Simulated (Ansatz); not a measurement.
SiC (P6_3mc) from a database structure, relaxed with r2SCAN in the plane-wave code Ansatz. Space group P6_3mc (No. 186), hexagonal; a = 3.075 Å, c = 5.048 Å in the conventional setting, 10.34 Å³ an atom. Si has 4 C at 1.88–1.90 Å; C has 4 Si at 1.88–1.90 Å.

The axes x, y and z are those of this cell:
```
CELL_PARAMETERS angstrom
3.07536 0.00000 0.00000
-1.53768 2.66334 0.00000
0.00000 0.00000 5.04811
ATOMIC_POSITIONS crystal
Si 0.33333 0.66667 0.49959
Si 0.66667 0.33333 0.99959
C 0.33333 0.66667 0.87541
C 0.66667 0.33333 0.37541
```

Unstrained: PBE gives an indirect gap of 2.277 eV, from Γ to K; the least direct gap is 3.978 eV at M. With r2SCAN the valence top lies at Γ and the conduction bottom at K, 2.653 eV higher; the smallest vertical gap, at M, is 4.476 eV. With HSE06 the valence top lies at Γ and the conduction bottom at K, 3.160 eV higher; the smallest vertical gap, at M, is 5.060 eV. Meshes: PBE 12×12×6, r2SCAN 12×12×6, HSE06 6×6×4. Strains are changes of length per length. After each strain the atoms were relaxed again with r2SCAN within the symmetry that the strain leaves, so tilts or polar shifts that break it weren't tested; points keep the names that they have in the unstrained zone. Calculated for a static, non-magnetic cell.

(1) Estimate what uniaxial +2.07 % along y, other directions held does to the gap.

(2) Apply epitaxial -1.42 % in the xy plane, free normal strain +0.26 %. How far does the gap move, against the unstrained cell?

(3) Apply uniaxial -5.77 % along x, other directions held. How far does the gap move, against the unstrained cell?

(4) Apply isotropic +1.62 % on every length. How far does the gap move, against the unstrained cell?

(5) Order the strained cells by their HSE06 gap, smallest first.
A. epitaxial -1.42 % in the xy plane
B. isotropic +1.62 % on every length
C. uniaxial -5.77 % along x, other directions held
D. uniaxial +2.07 % along y, other directions held

Answers

(1) PBE: the gap goes from 2.277 to 2.298 eV (+0.021 eV); the edges go from Γ → K to Γ → (0.339, 0.331, 0); with r2SCAN the top three valence levels at Γ, grouped 2+1 from the top over 112 meV, become 1+1+1 over 173 meV. r2SCAN: the gap goes from 2.653 to 2.666 eV (+0.013 eV); the edges go from Γ → K to Γ → (0.339, 0.331, 0). HSE06: the gap goes from 3.160 to 3.176 eV (+0.016 eV); the edges go from Γ → K to Γ → (0.339, 0.331, 0). The r2SCAN energy rises by 7.2 meV an atom.

(2) PBE: the gap goes from 2.277 to 2.096 eV (-0.181 eV); with r2SCAN the top three valence levels at Γ, grouped 2+1 from the top over 112 meV, become 2+1 over 293 meV. r2SCAN: the gap goes from 2.653 to 2.476 eV (-0.177 eV). HSE06: the gap goes from 3.160 to 2.985 eV (-0.175 eV). The r2SCAN energy rises by 8.5 meV an atom.

(3) PBE: the gap goes from 2.277 to 1.573 eV (-0.704 eV); the edges go from Γ → K to Γ → Γ–K (0.98). r2SCAN: the gap goes from 2.653 to 1.947 eV (-0.706 eV); the edges go from Γ → K to Γ → Γ–K (0.98). HSE06: the gap goes from 3.160 to 2.462 eV (-0.698 eV); the edges go from Γ → K to Γ → Γ–K (0.98). The r2SCAN energy rises by 63.5 meV an atom.

(4) PBE: the gap goes from 2.277 to 2.364 eV (+0.087 eV); with r2SCAN the top three valence levels at Γ, grouped 2+1 from the top over 112 meV, become 2+1 over 106 meV. r2SCAN: the gap goes from 2.653 to 2.724 eV (+0.071 eV). HSE06: the gap goes from 3.160 to 3.235 eV (+0.075 eV). The r2SCAN energy rises by 16.6 meV an atom.

(5) C (2.46 eV), A (2.98 eV), D (3.18 eV), B (3.24 eV).

Where an edge lies off the special points, it is a point of the mesh or the k point where a search put PBE's edge or least direct gap, reused for the other functionals, whose own edges may lie a little apart.

Coordinates of k points refer to the reciprocal vectors of the primitive cell of the runs.

The meshes of the hybrids are coarse, so their gaps aren't converged to the digits shown.

The splittings at Γ are without spin-orbit coupling, which regroups them where it is of like size or larger.
